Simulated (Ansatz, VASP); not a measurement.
## One calculation of TiC, two programs

The input INCAR:

```
PREC = Accurate
ENCUT = 520
EDIFF = 1E-7
ISMEAR = -1
SIGMA = 0.05
LREAL = F
LASPH = T
NELM = 150
ALGO = Normal
ISIF = 2
LWAVE = F
LCHARG = F
LMAXMIX = 4
LDAU = T
LDAUTYPE = 2
LDAUL = 2 -1
LDAUU = 8 0
LDAUJ = 0 0
LDAUPRINT = 1
GGA = PS
NBANDS = 15
```

The input KPOINTS:

```
regular mesh
0
Gamma
  11 11 11
```

The input POSCAR:

```
TiC
1.0
    0.0000000000      2.1657188437      2.1657188437
    2.1657188437      0.0000000000      2.1657188437
    2.1657188437      2.1657188437      0.0000000000
Ti C
1 1
Direct
    0.0000000000      0.0000000000      0.0000000000
    0.5000000000      0.5000000000      0.5000000000
```

Contents of input.yaml:

```yaml
crystal:
  lattice:
    - [0.0, 2.1657188437, 2.1657188437]
    - [2.1657188437, 0.0, 2.1657188437]
    - [2.1657188437, 2.1657188437, 0.0]
  atoms:
    - { symbol: Ti, position: [0.0, 0.0, 0.0] }
    - { symbol: C, position: [0.5, 0.5, 0.5] }
kpoints:
  mp_grid: { grid: [11, 11, 11] }
scf:
  occupations: { method: fermi_dirac, width: 0.05 }
hamiltonian:
  xc: pbesol
  pseudopotentials: { kind: all_electron, lapw: { basis_error: 0.001 } }
  hubbard:
    sites: [{ species: Ti, l: d, u_eff: 8 }]
    double_counting: fll
    projectors: ortho-atomic
output:
  forces: true
  stress: true
  eigenvalues: true
  dos: { projected: false, de: 0.1, e_range: [-14, 8] }
  hubbard: {}
```

Alike in both runs: functional PBEsol; k mesh 11 × 11 × 11; occupations fermi-dirac, width 0.05 eV; no spin polarisation; Hubbard terms Ti d U = 8.0 eV.

|  | VASP | Ansatz |
| --- | --- | --- |
| version | VASP 6.6.1 | Ansatz 0.2.0 |
| potentials or method | VASP PAW PBE potentials, release 64 (Ti_sv, C) | all-electron LAPW, scalar-relativistic |
| plane-wave cutoff (eV) | 520 | see its input |
| task | single point | density of states |

|  | VASP | Ansatz | Ansatz less VASP |
| --- | --- | --- | --- |
| gap on the k mesh at the Fermi level (eV) | none | none | - |
| pressure (GPa) | 17.3 | 10.2 | -7.15 |

The programs project onto different local orbitals, so the same U acts differently. A gap of «none» marks a metal or a gap that the smearing closes. Ansatz ran all-electron here, so the differences hold the error of VASP's frozen core and of both bases.

Caveats: U without spin polarisation on a metal has little footing; the U is typed as a test and isn't derived for this compound; the PAW data sets were made with another functional, which shifts forces and pressure a little (VASP); U is the effective U less J, on atomic orbitals that reach past the spheres (Ansatz); the density of states is complete only up to the lowest level of the last band computed (Ansatz).
